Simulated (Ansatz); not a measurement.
Ge under changes of volume

One of the cells (19.014 Å³/atom); the others are scaled copies at fixed shape and fractional positions:

```xyz
2
Lattice="-2.4959 2.6509 1.4369 2.4959 -2.6509 1.4369 2.4959 2.6509 -1.4369" Properties=species:S:1:pos:R:3 pbc="T T T"
Ge    0.0000    1.3254    0.1841
Ge    2.4959    1.3254    1.2529
```

This isn't the form of Ge at room conditions, which is diamond.

* Program: Ansatz 0.2.0
* Functional: LDA
* Potentials or basis: Ansatz PAW
* Cutoff: 420 eV (not typed: the program's choice for these potentials)
* k mesh: 11 × 11 × 11
* Occupations: fermi-dirac, width 0.05 eV
* Spin: no spin polarisation

| volume (Å³/atom) | energy over the lowest point (meV/atom) | pressure (GPa) | largest force (eV/Å) |
| --- | --- | --- | --- |
| 17.874 | 0.00 | 0.3 | 0.062 |
| 18.254 | 1.30 | -1.4 | 0.065 |
| 18.634 | 6.45 | -2.9 | 0.067 |
| 19.014 | 15.00 | -4.2 | 0.069 |
| 19.395 | 26.51 | -5.4 | 0.069 |
| 19.775 | ? | ? | ? |
| 20.155 | 57.05 | -7.4 | 0.066 |

Question: What does the run at 19.775 Å³/atom give?

Answer: Energy over the lowest point 40.62 meV/atom; pressure -6.4 GPa; largest force 0.068 eV/Å.

Worked out: A Birch-Murnaghan fit of order 3 (a polynomial in V^(-2/3)) to the other rows has its minimum at 17.94 Å³/atom with B0 = V·E''(V) = 85 GPa and B' = 5.1 at fixed shape and positions, which overstates the stiffness. It gives 40.64 meV/atom at 19.775 Å³/atom, against the run's 40.62, and -dE/dV = -6.5 GPa, against -6.4.

Energies are extrapolated to zero smearing.

Caveats: the PAW data sets come from PBE, with cores solved anew for the run's functional, which leaves a small shift of forces and pressure.
